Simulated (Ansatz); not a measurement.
# W2NCl2 MXene monolayer in a perpendicular field, part 2 of 2

Aim: how the W2NCl2 MXene monolayer screens a field along its normal, and what the field does to its bands. A positive field points along +c.

Ansatz 0.2.0; plane-wave DFT, PBE-D3(BJ), Ansatz PAW.

So far. Step 2 (Relaxing the slab): The lattice constant a goes from 3.054 to 2.923 Å.

### Step 3. Single point, field 0, start network

A sawtooth potential applies the field, turning back in the middle of the vacuum. With the dipole correction the typed value is the field outside the slab. The induced dipole is small, so the SCF threshold is tight.

The cell differs from the one that the last finished run ended in (c 42.792 → 24.600 Å).

Contents of input.yaml:

```yaml
crystal:
  lattice:
    - [2.9227377821, 0.0, 0.0]
    - [-1.461368891, 2.5311651679, 0.0]
    - [0.0, 0.0, 24.599862713]
  atoms:
    - { symbol: Cl, position: [0.3333333333, 0.6666666667, 0.3658557003] }
    - { symbol: W, position: [0.6666666667, 0.3333333333, 0.4418537541] }
    - { symbol: "N", position: [0.0, 0.0, 0.5] }
    - { symbol: W, position: [0.3333333333, 0.6666666667, 0.5581462459] }
    - { symbol: Cl, position: [0.6666666667, 0.3333333333, 0.6341442997] }
kpoints:
  mp_grid: { grid: [18, 18, 1] }
  band_path:
    path: [[0, 0, 0], [0.5, 0, 0], [0.33333333, 0.33333333, 0], [0, 0, 0]]
    npoints: 16
hamiltonian:
  xc: pbe
  dispersion: d3bj
scf:
  occupations: { method: fermi_dirac, width: 0.02585 }
  convergence: { dr2_threshold: 1.0e-10 }
efield:
  axis: 3
  dipole_correction: true
  ramp_position: 0.97
  ramp_width: 0.06
  amplitude: 0
output:
  dos: { projected: true, e_range: [-6, 5] }
  write_potential: true
  write_density: true
  volumetric_format: npy
  elf: true
```

Launch:

```bash
$ ansatz run input.yaml --threads 2 --pin off --max-ram 3072MiB --backend cpu --events-out ev --progress --plain --runs-dir out
```

Numbers of over 12 decimals in the logs are rounded to 6 here.

The program printed:

```text
[...]
Crystal: 5 atoms, lattice volume = 181.988 Å³
Basis set: ecut = 420 eV, 3527 PW (Γ)
Bands: 29, of which v1, the nominal top of the filled ones, is band 24 counted from 1 (23 counted from 0)
Symmetry: 6 space group operations
k-points: 37 of 324 (time reversal used)
[...]
SCF iter   1: F=—  HF=-23314.295780 eV  |F-HF|=—  |Δ(HF+E_count)|=         —  Δρ=7.30e-3  dr2=1.97e-1  ethr=1.77e-3  p=0.000 e·Å  D=1.51e-13 V/Å  ΔV_dip=-0.00 eV  dr2_dipole=9.09e-8  V_vac-E_F(+/−)=4.60/4.60 eV  ⟨swp⟩=9.6  Hψ=6136  notcnv=0
efield: sawtooth ramp at fractional position 0.9700 (set: `efield.ramp_position`, or a place that a band, a saddle search or an elastic batch's reference lends), width 0.0600; the density the first Hamiltonian is built on has a dipole p = 0.000 e·Å; the dipole correction subtracts the counter field D = 1.51e-13 V/Å, which shifts the + side's vacuum level by -0.00 eV against the − side's; the planar-averaged density in the ramp window peaks in size at 1.7e-5 e/Å³
[...]
SCF iter   2: F=—  HF=-23314.289812 eV  |F-HF|=—  |Δ(HF+E_count)|=   5.97e-3  Δρ=6.57e-3  dr2=1.38e-1  ethr=4.19e-4  p=-0.000 e·Å  D=-3.39e-5 V/Å  ΔV_dip=0.00 eV  dr2_dipole=1.96e-7  V_vac-E_F(+/−)=3.69/3.69 eV  ⟨swp⟩=2.8  Hψ=2102  notcnv=0  defer=30
[...]
SCF iter   9: F=-23314.268487 eV  HF=-23314.268487 eV  |F-HF|=1.13e-10  |Δ(HF+E_count)|=   3.64e-9  Δρ=2.07e-7  dr2=4.81e-11  ethr=1.00e-12  p=-0.000 e·Å  D=-3.66e-9 V/Å  ΔV_dip=0.00 eV  dr2_dipole=1.33e-16  V_vac-E_F(+/−)=3.90/3.90 eV  ⟨swp⟩=9.6  Hψ=3945  notcnv=0
SCF 1 converged in 9 iterations: F = -23314.268487 eV  dr2 = 4.81e-11
[...]
NSCF: frozen V_eff on 49 k-points
efield: sawtooth ramp at fractional position 0.9700 (kept from the solve that this one continues, or follows in the run), width 0.0600; the density the first Hamiltonian is built on has a dipole p = -0.000 e·Å; the dipole correction subtracts the counter field D = -3.66e-9 V/Å, which shifts the + side's vacuum level by +0.00 eV against the − side's; the planar-averaged density in the ramp window peaks in size at 5.6e-7 e/Å³
WARN: The output density's exchange-correlation potential varies sharply where the density is thin. Do not read a vacuum level from v_tot or v_xc, or from such a field of the output density. On a cell that repeats whose density bears no net charge and no dipole along the vacuum's axis use v_es (v_loc + v_h of the components); under efield.dipole_correction with no amplitude use v_es + v_field, which holds any externa [...]
SCF converged after 9 iterations
Free energy (F): -23314.268487 eV
[...]
Internal energy: -23314.263250 eV  (E = F + TS)
E sigma→0 (E₀):  -23314.265868 eV
Entropy (-TS):   -0.005237 eV (-1.047 meV/atom)
Fermi energy:    3.841692 eV
Dipole field:    D = -0.000000 V/Å  (p = -0.000000 e·Å, saw-weighted, corrected)
Work function:   Φ+ = 3.9037 eV   Φ− = 3.9037 eV
Levels:          The Fermi level and band energies are counted from a zero that moves with the ramp; work functions are not
[...]
--- Band table (eV; the first three rows and the last of 37) ---
  k-point 0: bands = [... 20 lower, 1.4176, 2.6978, 2.6978, 2.7339, 3.7701, 3.7701, 4.6280, 4.6280, ... 1 higher]
  k-point 1: bands = [... 20 lower, 1.2906, 2.5148, 2.7676, 2.8779, 3.7173, 3.8476, 4.6683, 4.6683, ... 1 higher]
  k-point 2: bands = [... 20 lower, 1.0143, 2.1113, 2.9627, 3.0231, 3.5386, 4.0395, 4.7835, 4.9059, ... 1 higher]
  k-point 36: bands = [... 20 lower, 2.5215, 3.1351, 3.3967, 3.3967, 5.1936, 5.1936, 6.1660, 6.6815, ... 1 higher]
```

Run time: 45 s. Hardware: 2 threads of AMD EPYC (Zen 3), shared host; peak memory 0.53 GiB.

The column dr2 measures how far the density is from self-consistency, as an energy; F and HF (Harris–Foulkes) agree once it is small.

This step gave:

```
energy at zero smearing   : -23314.2659 eV
work function, upper face : 3.904 eV
dipole along the normal   : -2.00e-8 e·Å
```

Running mean over a fixed 2.6 Å (it still follows the layers) of the planar mean; the ramp of the sawtooth is left out. Table of electron's electrostatic potential energy less the Fermi level by z:

```csv
z (Å),electron's electrostatic potential energy less the Fermi level (eV)
4,3.90
5,3.90
6,3.88
7,3.25
8,-1.91
9,-6.33
10,-13.2
11,-13.1
12,-12.5
13,-13.4
14,-12.9
15,-11.0
16,-4.44
17,0.548
18,3.73
19,3.90
20,3.90
21,3.90
```

The density of states has structure finer than the step of the table below, so its rows give means over 0.2 eV, whole bins alone (the curve runs from -6 to 1.99 eV). Peaks (eV: height): -5.75: 7.30, -5.12: 6.65, -3.13: 4.29, -0.43: 5.01, 0.97: 5.76, 1.39: 10.4, 1.91: 6.05.

Density of states against energy, zero at the Fermi level; means over each step:

```csv
energy (eV),density of states (states/eV a cell)
-5.8,6.10
-5.6,4.95
-5.4,3.52
-5.2,3.96
-5.0,2.07
-4.8,2.19
-4.6,2.07
-4.4,2.19
-4.2,1.81
-4.0,1.85
-3.8,1.41
-3.6,2.98
-3.4,2.80
-3.2,2.12
-3.0,1.57
-2.8,1.12
-2.6,0.972
-2.4,0.885
-2.2,2.57
-2.0,2.63
-1.8,2.08
-1.6,1.50
-1.4,1.50
-1.2,1.33
-1.0,2.21
-0.8,2.58
-0.6,2.15
-0.4,3.21
-0.2,2.83
0.0,2.04
0.2,1.96
0.4,1.81
0.6,1.74
0.8,2.49
1.0,3.28
1.2,3.35
1.4,6.62
1.6,2.43
1.8,3.45
```

Projected DOS per atom over height of the atomic layer and energy from the Fermi level. Layers: Cl W N W Cl from below.

Ten even steps from '0' (0.02 states/eV) to '9' (2.00 states/eV), each cell a mean:
```
16061
19091
06060
04040
03030
04040
05050
04140
03030
02020
03130
04140
01010
11011
22022
31113
21012
31013
31013
32423
42524
63736
```
Columns: height of the atomic layer (Å) from 9 to 15.6 (not evenly spaced); rows upwards: energy from the Fermi level (eV) from -5.96 to 1.96.

The electronic bands at the labelled points (eV, zero at the Fermi level):

```csv
point,band 21,band 22,band 23,band 24,band 25,band 26,band 27,band 28
Γ,-2.42,-1.14,-1.14,-1.11,-0.07,-0.07,0.79,0.79
halfway,-3.41,-2.04,-0.87,-0.42,0.32,0.96,1.31,1.92
M,-3.71,-2.39,0.99,1.35,1.98,2.61,2.80,3.14
halfway,-3.01,-1.58,0.65,0.66,1.47,1.80,2.43,2.66
K,-1.32,-0.71,-0.45,-0.45,1.35,1.35,2.32,2.84
halfway,-2.48,-2.34,-1.34,-0.51,1.24,1.37,1.42,2.14
Γ,-2.42,-1.14,-1.14,-1.11,-0.07,-0.07,0.79,0.79
```

Electrostatic potential energy in the ca plane at fractional y = 0.333, with atoms of W and Cl within 0.2 Å of it. With pseudopotentials it is smooth inside the atoms' cores, unlike the true potential.

Values in eV, 5 rows by 16 columns, each cell a mean:
```
  8   8   8   8   8   8   6   3 -22 -35   0   0  -1 -21 -13   7
  8   8   8   8   8   8   7   4 -35 -47  -3   4   2 -39 -29   7
  8   8   8   8   8   8   6   3 -22 -36   0   0  -1 -21 -13   7
  8   8   8   8   8   8   4  -3  -1  -3   1 -10 -11   2   5   7
  8   8   8   8   8   8   4  -3  -1  -3   1 -10 -11   2   5   7
```
Columns run along c (16.0 Å, from fractional 0.08 to 0.73 of the cell; values clipped at the 3rd and 97th percentile), rows up along a (2.9 Å). Atoms in or near the plane, at fractional coordinates: W at (0.44, 0.67), Cl at (0.63, 0.67).

Valence density in the ca plane at fractional y = 0.333, with atoms of W and Cl within 0.2 Å of it. It is the smooth field of the valence electrons, not physical close to the nuclei.

Ten steps, logarithmic in the rise over the least value, from '0' (0.0 e/Å³) to '9' (5.0 e/Å³), each cell a mean:
```
00000000000012344457886444445445677531000000
00000000000001233479998533334446777752000000
00000000000001223479999632334446746752100000
00000000000001233469998533344446777742000000
00000000000012444456876444445545666531000000
00000000000023555444554455556644444321000000
00000000000024566544444555567653333210000000
00000000000013555444554455456644454321000000
```
Columns run along c (16.0 Å, from fractional 0.15 to 0.80 of the cell), rows up along a (2.9 Å). Atoms in or near the plane, at fractional coordinates: W at (0.44, 0.67), Cl at (0.63, 0.67).

ELF in the ca plane at fractional y = 0.333, with atoms of W and Cl within 0.2 Å of it. It is the smooth field of the valence electrons, not physical close to the nuclei.

Ten even steps from '0' (0.00) to '9' (0.87), each cell a mean:
```
00000000000013555324763233223226999985200000
00000000000000112247567211134347868997310000
00000000000000001267238311134347736997410000
00000000000000122247666211134337878997310000
00000000000024566324652243223225899974100000
00000000000147998632322576324422455421000000
00000000000258999733433677325521111100000000
00000000000147898622322466224322566531000000
```
Columns run along c (16.0 Å, from fractional 0.15 to 0.80 of the cell), rows up along a (2.9 Å). Atoms in or near the plane, at fractional coordinates: W at (0.44, 0.67), Cl at (0.63, 0.67).

The work function of the upper face is 3.90 eV.

### Step 4. Single point, field 0.1 V/Å

input.yaml: that of step 3 with these lines changed.

```diff
@@ -25,7 +25,6 @@
   dipole_correction: true
-  ramp_position: 0.97
-  ramp_width: 0.06
-  amplitude: 0
+  ramp_position: 0.939
+  ramp_width: 0.122
+  amplitude: 0.1
 output:
-  dos: { projected: true, e_range: [-6, 5] }
   write_potential: true
@@ -33,2 +32 @@
   volumetric_format: npy
-  elf: true
```

The program printed:

```text
[...]
Crystal: 5 atoms, lattice volume = 181.988 Å³
Basis set: ecut = 420 eV, 3527 PW (Γ)
Bands: 29, of which v1, the nominal top of the filled ones, is band 24 counted from 1 (23 counted from 0)
Symmetry: 6 space group operations
k-points: 37 of 324 (time reversal used)
[...]
k-point 0: bands = [... 20 lower, 1.4173, 2.6974, 2.6974, 2.7334, 3.7696, 3.7696, 4.6276, 4.6276, ... 1 higher]
  k-point 1: bands = [... 20 lower, 1.2902, 2.5144, 2.7672, 2.8775, 3.7169, 3.8472, 4.6678, 4.6679, ... 1 higher]
  k-point 2: bands = [... 20 lower, 1.0140, 2.1109, 2.9623, 3.0227, 3.5381, 4.0390, 4.7831, 4.9053, ... 1 higher]
  k-point 36: bands = [... 20 lower, 2.5210, 3.1347, 3.3940, 3.3985, 5.1911, 5.1952, 6.1656, 6.6766, ... 1 higher]
[key lines of the parts left out:]
SCF converged after 11 iterations
Free energy (F): -23314.270222 eV
Fermi energy:    3.841238 eV
Dipole field:    D = 0.034524 V/Å  (p = 0.034722 e·Å, saw-weighted, corrected)
```

Run time: 45 s. Hardware: 2 threads; peak memory 0.52 GiB.

The dipole is 0.0347 e·Å.

### Step 5. Atoms held, field -0.1 V/Å

input.yaml: that of step 4 with these lines changed.

```diff
@@ -27,3 +27,3 @@
   ramp_width: 0.122
-  amplitude: 0.1
+  amplitude: -0.1
 output:
```

The program printed:

```text
[...]
Crystal: 5 atoms, lattice volume = 181.988 Å³
Basis set: ecut = 420 eV, 3527 PW (Γ)
Bands: 29, of which v1, the nominal top of the filled ones, is band 24 counted from 1 (23 counted from 0)
Symmetry: 6 space group operations
k-points: 37 of 324 (time reversal used)
[...]
k-point 0: bands = [... 20 lower, 1.4173, 2.6974, 2.6974, 2.7334, 3.7696, 3.7696, 4.6276, 4.6276, ... 1 higher]
  k-point 1: bands = [... 20 lower, 1.2902, 2.5144, 2.7672, 2.8775, 3.7169, 3.8472, 4.6678, 4.6679, ... 1 higher]
  k-point 2: bands = [... 20 lower, 1.0140, 2.1109, 2.9623, 3.0227, 3.5381, 4.0390, 4.7831, 4.9053, ... 1 higher]
  k-point 36: bands = [... 20 lower, 2.5210, 3.1347, 3.3940, 3.3985, 5.1911, 5.1952, 6.1656, 6.6766, ... 1 higher]
[key lines of the parts left out:]
SCF converged after 11 iterations
Free energy (F): -23314.270222 eV
Fermi energy:    3.841238 eV
Dipole field:    D = -0.034524 V/Å  (p = -0.034722 e·Å, saw-weighted, corrected)
```

Elapsed: 41 s, on 2 threads; peak memory 0.53 GiB.

The dipole is -0.0347 e·Å.

### Step 6. Response, atoms held

This step: plane-wave DFT, PBE-D3(BJ), Ansatz PAW; response to a field along the normal, atoms held (Ansatz 0.2.0).

The dipoles give the slope, and the difference of two potentials shows where the field is screened.

This step gave:

| Item | Value |
| --- | --- |
| equivalent conductor thickness p/(ε₀AE) | 8.493 Å |
| distance between the outer atoms | 6.600 Å |

Dipole of the cell against applied field:

```csv
applied field (V/Å),dipole of the cell (e·Å)
-0.1000,-0.0347
0.0000,0
0.1000,0.0347
```

Local field over the applied field, running mean. From the potentials at -0.1 and 0.1 V/Å; running mean over 2.5 Å. The local field over applied field by z:

z (Å), local field over applied field and a bar from the least value:
```
      4.5      0.999 ##############################
      5.0      0.997 ##############################
      5.5      0.991 ##############################
      6.0      0.974 #############################
      6.5      0.930 ############################
      7.0      0.834 #########################
      7.5      0.678 ####################
      8.0      0.495 ###############
      8.5      0.318 ##########
      9.0      0.179 ######
      9.5      0.092 ###
     10.0      0.052 ##
     10.5      0.039 #
     11.0      0.030 #
     11.5      0.010 #
     12.0     -0.008 
     12.5     -0.009 
     13.0      0.005 
     13.5      0.028 #
     14.0      0.037 #
     14.5      0.048 ##
     15.0      0.081 ###
     15.5      0.158 #####
     16.0      0.286 #########
     16.5      0.458 ##############
     17.0      0.642 ###################
     17.5      0.807 ########################
     18.0      0.916 ############################
     18.5      0.968 #############################
     19.0      0.988 ##############################
     19.5      0.996 ##############################
     20.0      0.999 ##############################
```

Electrons, planar mean, per unit field. Table of induced electron density by z:

```csv
z (Å),induced electron density (e/Å³ per V/Å)
5,1.4e-5
6,1.2e-4
7,8.8e-4
8,0.00378
9,9.4e-4
10,-7.6e-4
11,5.0e-4
12,-4.4e-5
13,-7.6e-5
14,-9.9e-4
15,6.4e-4
16,-0.00205
17,-0.00250
18,-4.0e-4
19,-5.1e-5
20,-6.1e-6
```

By hand: between -0.1 and 0.1 V/Å the dipole changes by 0.06944 e·Å, a slope of 0.3472 e·Å²/V. A perfect conductor of thickness t has p = ε₀AEt, so t = 180.95 × 0.3472 / 7.398 = 8.49 Å (e/ε₀ = 180.95 V·Å, A in Å²).

The induced dipole is that of a conductor 8.49 Å thick.

### Step 7. Results

| Item | Value |
| --- | --- |
| gap without field | none |
| work function, upper face | 3.90 eV |
| equivalent conductor thickness, atoms held | 8.49 Å |

**Reading.** The induced dipole equals that of a perfect conductor 8.49 Å thick, while the outer atoms lie 6.60 Å apart. There is no gap over 0.03 eV, with or without the field. The first relaxation ran with spin and lost its moment, and the later runs have none; other magnetic states were not tried. Spin-orbit coupling is left out, which matters for the bands of elements this heavy. The MXene's terminations sit over the metal atoms of its far layer; the site over carbon or nitrogen, which some compounds prefer, was not run.

[Logs are printed without paths, hosts, clocks, repeated set-up lines and the standing remarks that a program may print on its own settings, such as how far it seeks lower states.]

[Hosts, paths, dates, database ids (printed as entryN), source tags and the programs' standing remarks are cut or masked in the printed files.]

[Maps of the electrostatic potential energy from Ansatz leave out the sawtooth potential of an applied field or a dipole correction, so their vacuum need not be flat; planar profiles and work functions include it.]

[The density of states shown here was stored with 400 of the rows of the run's finer table, so its peaks can read low, often by over a quarter, or be missed, and its means over a window can be off by a tenth or more.]
